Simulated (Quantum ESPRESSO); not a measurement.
**Mg under changes of volume**

One of the cells (22.644 Å³/atom); the others are scaled copies at fixed shape and fractional positions:

```xyz
1
Lattice="-1.8360 1.8360 1.6794 1.8360 -1.8360 1.6794 1.8360 1.8360 -1.6794" Properties=species:S:1:pos:R:3 pbc="T T T"
Mg    0.0000    0.0000    0.0000
```

This isn't the form of Mg at room conditions, which is hcp.

```yaml
Program: Quantum ESPRESSO 7.5
Functional: PBE
Potentials_or_basis: SSSP 1.3 efficiency PBE
Cutoff: 748 eV
Density_cutoff: 5987 eV
k_mesh: 11 × 11 × 11
Occupations: fermi-dirac, width 0.05 eV
Spin: no spin polarisation
```

```tsv
volume (Å³/atom)	energy over the lowest point (meV/atom)	pressure (GPa)
21.286	14.70	3.1
21.738	7.37	2.1
22.191	2.64	1.2
22.644	0.26	0.5
23.097	0.00	-0.3
23.550	1.67	-0.9
24.003	?	?
```

Problem. What does the run at 24.003 Å³/atom give?

Solution. Energy over the lowest point 5.09 meV/atom; pressure -1.5 GPa.

Worked out: A Birch-Murnaghan fit of order 3 (a polynomial in V^(-2/3)) to the other rows has its minimum at 22.93 Å³/atom with B0 = V·E''(V) = 36 GPa and B' = 4.2 at fixed shape and positions, which overstates the stiffness. It gives 5.07 meV/atom at 24.003 Å³/atom, against the run's 5.09, and -dE/dV = -1.5 GPa, against -1.5.

Energies are extrapolated to zero smearing.
